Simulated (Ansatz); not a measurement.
**As: equation of state with PBE**

As:

```
As
1.0
     2.70368    0.00000    0.00000
     0.00000    2.70368    0.00000
     0.00000    0.00000    2.70368
As
1
Cartesian
  1.3518 1.3518 1.3518
```

This isn't the form of As at room conditions, which is rhombohedral.

```yaml
Program: Ansatz 0.2.0
Task: equation of state
Functional: PBE
Potentials_or_basis: Ansatz PAW
Cutoff: 420 eV
Density_cutoff: 1680 eV
k_mesh: 10 × 10 × 10
Occupations: fermi-dirac, width 0.05 eV
Spin: no spin polarisation
```

| Item | Value |
| --- | --- |
| Equilibrium volume | 20.27 Å³/atom |
| Bulk modulus | 81 GPa |
| Pressure derivative of the bulk modulus | 4.3 |

Energy against volume, from the lowest point:
```tsv
volume (Å³/atom)	energy (meV/atom)
18.578	41.48
18.973	23.41
19.368	10.85
19.764	3.22
20.159	0.00
20.554	0.79
20.949	5.19
```

All runs of the series together: 24 s on 2 threads of Intel(R) Xeon(R) Processor @ 2.50GHz (Skylake/Cascade Lake), on a shared host.
